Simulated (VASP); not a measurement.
# Pd (Im-3m) in VASP: further runs

Runs on Pd. Level: PBE. Tasks: single point.

Program: VASP 6.6.1. These are calculated values, not measurements. Logs are shortened: lines on timing, memory, paths and dates and some standing lists are left out, and cuts for length are marked.

## 1. The structure

Symmetry: Im-3m, No. 229, cubic system. Conventional cell: a = 3.145 Å, b = 3.145 Å, c = 3.145 Å, α = 90.00°, β = 90.00°, γ = 90.00°. Pd (site symmetry m-3m) has 8 Pd at 2.72 Å as nearest neighbours.

This isn't the form of Pd at room conditions, which is fcc.

## 2. Single point, PBE

Contents of INCAR:

```
SYSTEM = Pd
PREC = Accurate ; ENCUT = 460
EDIFF = 1E-4 ; ISMEAR = 0
SIGMA = 0.1 ; LREAL = .FALSE.
LASPH = .TRUE. ; NELM = 100
ALGO = Normal ; ISIF = 2
LWAVE = .FALSE. ; LCHARG = .FALSE.
GGA = PE ; ADDGRID = .FALSE.
```

Contents of KPOINTS:

```
Automatic mesh
0
G
  11 11 11
  0 0 0
```

Contents of POSCAR:

```
Pd
1.0
   -1.5345420000      1.5703810000      1.5719130000
    1.5565800000     -1.5514420000      1.5750130000
    1.5718420000      1.5887420000     -1.5529740000
Pd
1
Direct
    0.0275280000      0.0634310000      0.0341390000
```

Potentials or basis: VASP PAW PBE potentials, release 64 (Pd).

Run with:

```
$ cat potpaw_PBE.64/Pd/POTCAR > POTCAR
$ mpirun -np 1 vasp_std > vasp.out
```

OUTCAR:

```text
SYSTEM = Pd
   PREC = Accurate
   ENCUT = 460
   EDIFF = 1E-4
   ISMEAR = 0
   LREAL = .FALSE.
   LASPH = .TRUE.
   NELM = 100
   ISIF = 2
   GGA = PE

 Found    666 irreducible k-points:

 Following reciprocal coordinates:
            Coordinates               Weight
  0.000000  0.000000  0.000000      1.000000
  0.090909  0.000000  0.000000      2.000000
  0.181818  0.000000 -0.000000      2.000000
  0.272727  0.000000  0.000000      2.000000
  0.363636  0.000000  0.000000      2.000000
  0.454545  0.000000  0.000000      2.000000
   k-points           NKPTS =    666   k-points in BZ     NKDIM =    666   number of bands    NBANDS=      9
   number of dos      NEDOS =    301   number of ions     NIONS =      1
   total plane-waves  NPLWV =   8000
   dimension x,y,z NGX =    20 NGY =   20 NGZ =   20
   dimension x,y,z NGXF=    40 NGYF=   40 NGZF=   40
   ions per type =               1
   NGX,Y,Z   is equivalent  to a cutoff of  12.31, 12.30, 12.22 a.u.
   NGXF,Y,Z  is equivalent  to a cutoff of  24.63, 24.59, 24.43 a.u.
 SYSTEM =  Pd
   PREC   = accura    normal or accurate (medium, high low for compatibility)
   ISTART =      0    job   : 0-new  1-cont  2-samecut
   ICHARG =      2    charge: 1-file 2-atom 10-const
   ISPIN  =      1    spin polarized calculation?
   LNONCOLLINEAR =      F non collinear calculations
   LSORBIT =      F    spin-orbit coupling
   LASPH  =      T    aspherical Exc in radial PAW
   ENCUT  =  460.0 eV  33.81 Ry    5.81 a.u.   4.72  4.73  4.76*2*pi/ulx,y,z
   NELM   =    100;   NELMIN=  2; NELMDL= -5     # of ELM steps
   EDIFF  = 0.1E-03   stopping-criterion for ELM
   LREAL  =      F    real-space projection
   EDIFFG = 0.1E-02   stopping-criterion for IOM
   NSW    =      0    number of steps for IOM
   IBRION =     -1    ionic relax: 0-MD 1-quasi-New 2-CG
   NFREE  =      0    steps in history (QN), initial steepest desc. (CG)
   ISIF   =      2    stress and relaxation
   ISYM   =      2    0-nonsym 1-usesym 2-fastsym
   POTIM  = 0.5000    time-step for ionic-motion
   TEBEG  =    0.0;   TEEND  =   0.0 temperature during run
   PSTRESS=    0.0 pullay stress
   NELECT =      10.0000    total number of electrons
   NUPDOWN=      -1.0000    fix difference up-down
   EMIN   =  10.00;   EMAX   =-10.00  energy-range for DOS
   EFERMI =   0.00;   METHOD = LEGACY
   ISMEAR =     0;   SIGMA  =   0.10  broadening in eV -4-tet -1-fermi 0-gaus
   EFERMI_NEDOS =   21; number of points for ismear=-14 and -15
   IALGO  =     38    algorithm
   IMIX   =      4    mixing-type and parameters
     AMIX     =   0.40;   BMIX     =  1.00
     AMIX_MAG =   1.60;   BMIX_MAG =  1.00
  volume/ion in A,a.u.               =      15.55       104.92
  Fermi-wavevector in a.u.,A,eV,Ry     =   1.413160  2.670485 27.171118  1.997021
  Thomas-Fermi vector in A             =   2.534834
   LORBIT       =      0    0 simple, 1 ext, 2 COOP (PROOUT), +10 PAW based schemes
   GGA     = PE    functional components
   LHFCALC =     F    Hartree Fock is set to
   AEXX    =    0.0000 exact exchange contribution
   IVDW    =     0    specifies the selected vdW correction
   LEPSILON=     F    determine dielectric tensor
   LRPA    =     F    only Hartree local field effects (RPA)
 non-spin polarized calculation
 Gauss-broadening in eV      SIGMA  =   0.10
  energy-cutoff  :      460.00
  volume of cell :       15.55
 maximum number of plane-waves:       369
   NGX =  9   NGY =  9   NGZ =  9

 number of electron      10.0000000 magnetization

 Free energy of the ion-electron system (eV)
  ---------------------------------------------------
  ext. energy  EPLUGINS =         0.00000000
  ---------------------------------------------------
  free energy    TOTEN  =        -5.16402118 eV

  energy without entropy =       -5.15564014  energy(sigma->0) =       -5.15983066

 E-fermi :   8.9188     XC(G=0): -12.8513

 val. band max:        8.9187236861   @ k =  -0.0909   0.0000   0.3636
 cond. band min:       8.9229476648   @ k =  -0.0000  -0.3636   0.2727
 fundamental gap:      0.0042239786
 Fermi energy:         8.9187562383

 k-point     1 :       0.0000    0.0000    0.0000
  band No.  band energies     occupation
      1       2.1900      2.00000
      2       6.0487      2.00000
      3       6.1446      2.00000
      4       6.3982      2.00000
      5       8.0180      2.00000
      6       8.0804      2.00000
      7      27.9475      0.00000
      8      28.0922      0.00000
      9      28.5271      0.00000

 k-point     2 :       0.0909    0.0000    0.0000
  band No.  band energies     occupation
      1       2.4842      2.00000
      2       6.0375      2.00000
      3       6.1197      2.00000
      4       6.5462      2.00000
      5       7.9210      2.00000
      6       8.0852      2.00000
      7      27.7073      0.00000
      8      28.1105      0.00000
      9      28.7670      0.00000

 k-point     3 :       0.1818    0.0000   -0.0000
  band No.  band energies     occupation
      1       3.2649      2.00000
      2       5.8132      2.00000
      3       6.1766      2.00000
      4       7.0748      2.00000
      5       7.7677      2.00000
      6       8.1091      2.00000
      7      26.0117      0.00000
      8      27.5983      0.00000
      9      29.5977      0.00000

 k-point     4 :       0.2727    0.0000    0.0000
  band No.  band energies     occupation
      1       4.0281      2.00000
      2       5.5198      2.00000
      3       6.6352      2.00000
      4       7.7605      2.00000
      5       7.8972      2.00000
      6       8.1590      2.00000
      7      22.8441      0.00000
      8      26.2212      0.00000
      9      30.3677      0.00000

 k-point     5 :       0.3636    0.0000    0.0000
  band No.  band energies     occupation
      1       4.1495      2.00000
      2       5.2618      2.00000
      3       7.7989      2.00000
      4       8.2102      2.00000
      5       8.2228      2.00000
      6       8.7695      1.96526
      7      19.4215      0.00000
      8      24.9167      0.00000
      9      28.0494      0.00000

 k-point     6 :       0.4545    0.0000    0.0000
  band No.  band energies     occupation
      1       4.0402      2.00000
      2       5.1139      2.00000
      3       7.9400      2.00000
      4       8.2688      2.00000
      5       9.3565      0.00000
      6       9.9521      0.00000
      7      16.7436      0.00000
      8      24.1822      0.00000
      9      26.7018      0.00000

 [... further k-points ...]

------------------------ aborting loop because EDIFF is reached ----------------------------------------

  FORCE on cell =-STRESS in cart. coord.  units (eV):
  Direction    XX          YY          ZZ          XY          YZ          ZX
  --------------------------------------------------------------------------------------
  -------------------------------------------------------------------------------------
  Total       -0.1012454     -0.0898198     -0.0917117     -0.1832799     -0.0785395     -0.0964127
  in kB      -10.4336265     -9.2561887     -9.4511515    -18.8875129     -8.0937194     -9.9356044
  external PRESSURE =      -9.7136556 kB  Pullay stress =       0.0000000 kB

 VOLUME and BASIS-vectors are now :
 -----------------------------------------------------------------------------
  energy-cutoff  :      460.00
  volume of cell :       15.55
      direct lattice vectors                 reciprocal lattice vectors
    -1.534542000  1.570381000  1.571913000    -0.005977961  0.314720194  0.315918219
     1.556580000 -1.551442000  1.575013000     0.317494029 -0.005640589  0.315580949
     1.571842000  1.588742000 -1.552974000     0.315948875  0.312837667 -0.004095334

 POSITION                                       TOTAL-FORCE (eV/Angst)
 -----------------------------------------------------------------------------------
      0.11015     -0.00094      0.09016        -0.000000      0.000000      0.000000
 -----------------------------------------------------------------------------------
    total drift:                                0.000001      0.000007      0.000004

  FREE ENERGIE OF THE ION-ELECTRON SYSTEM (eV)
  ---------------------------------------------------
  free  energy   TOTEN  =        -5.1640211764 eV

  energy  without entropy=       -5.1556401431  energy(sigma->0) =       -5.15983066
```

Wall time 57 s (1 thread of Intel Xeon Platinum 8375C at 2.90GHz (Ice Lake), shared host); peak memory 0.2 GiB.

These settings aren't checked as converged: the numbers below hold their error.

Results:

```yaml
Free_energy: -5.1640 eV
Pressure: -1.0 GPa
Band_gap_on_the_k_mesh: none (metal or under the smearing width)
```

## 3. Single point, PBE

Edit INCAR of step 2 so:

```diff
@@ -2,3 +2,3 @@
 PREC = Accurate ; ENCUT = 460
-EDIFF = 1E-4 ; ISMEAR = 0
+EDIFF = 1E-5 ; ISMEAR = 0
 SIGMA = 0.1 ; LREAL = .FALSE.
```

KPOINTS is that of step 2.

Contents of POSCAR:

```
Pd
1.0
   -1.5722810000      1.5722810000      1.5722810000
    1.5722810000     -1.5722810000      1.5722810000
    1.5722810000      1.5722810000     -1.5722810000
Pd
1
Direct
    0.0000000000      0.0000000000      0.0000000000
```

Potentials or basis: VASP PAW PBE potentials, release 64 (Pd).

Run with:

```
$ cat potpaw_PBE.64/Pd/POTCAR > POTCAR
$ mpirun -np 1 vasp_std > vasp.out
```

It took 9.1 s on 1 thread of Intel Xeon Platinum 8375C at 2.90GHz (Ice Lake), shared host; peak memory 0.12 GiB.

The run converged, but some of its settings lie outside the range that counts as converged, so its numbers aren't taken as properties of the crystal.

Results:

```
Free energy            : -5.1674 eV
Pressure               : -1.2 GPa
Band gap on the k mesh : none (metal or under the smearing width)
```

## 4. Single point, PBE

INCAR is that of step 3.

KPOINTS is that of step 3.

Contents of POSCAR:

```
Pd
1.0
   -1.5345420000      1.5703810000      1.5719130000
    1.5565800000     -1.5514420000      1.5750130000
    1.5718420000      1.5887420000     -1.5529740000
Pd
1
Direct
    0.0275280000      0.0634310000      0.0341390000
```

Run with:

```
$ cat potpaw_PBE.64/Pd/POTCAR > POTCAR
$ mpirun -np 1 vasp_std > vasp.out
```

Run time: 50 s. Hardware: 1 thread of Intel Xeon Platinum 8375C at 2.90GHz (Ice Lake), shared host; peak memory 0.2 GiB.

These settings aren't checked as converged: the numbers below hold their error.

Results:

* Free energy: -5.1640 eV
* Pressure: -1.0 GPa
* Band gap on the k mesh: none (metal or under the smearing width)

## 5. Single point, PBE

Contents of INCAR:

```
SYSTEM = Pd
PREC = Accurate ; ENCUT = 460
EDIFF = 1E-6 ; ISMEAR = 0
SIGMA = 0.1 ; LREAL = .FALSE.
LASPH = .TRUE. ; NELM = 100
ALGO = Normal ; ISIF = 2
LWAVE = .FALSE. ; LCHARG = .FALSE.
GGA = PE ; ADDGRID = .TRUE.
```

KPOINTS is that of step 4.

Contents of POSCAR:

```
Pd
1.0
   -1.5722810000      1.5722810000      1.5722810000
    1.5722810000     -1.5722810000      1.5722810000
    1.5722810000      1.5722810000     -1.5722810000
Pd
1
Direct
    0.0000000000      0.0000000000      0.0000000000
```

Run with:

```
$ cat potpaw_PBE.64/Pd/POTCAR > POTCAR
$ mpirun -np 1 vasp_std > vasp.out
```

Run time: 17 s. Hardware: 1 thread of Intel Xeon Platinum 8375C at 2.90GHz (Ice Lake), shared host; peak memory 0.18 GiB.

These settings aren't checked as converged: the numbers below hold their error.

Results:

```yaml
Free_energy: -5.1674 eV
Pressure: -1.1 GPa
Band_gap_on_the_k_mesh: none (metal or under the smearing width)
```
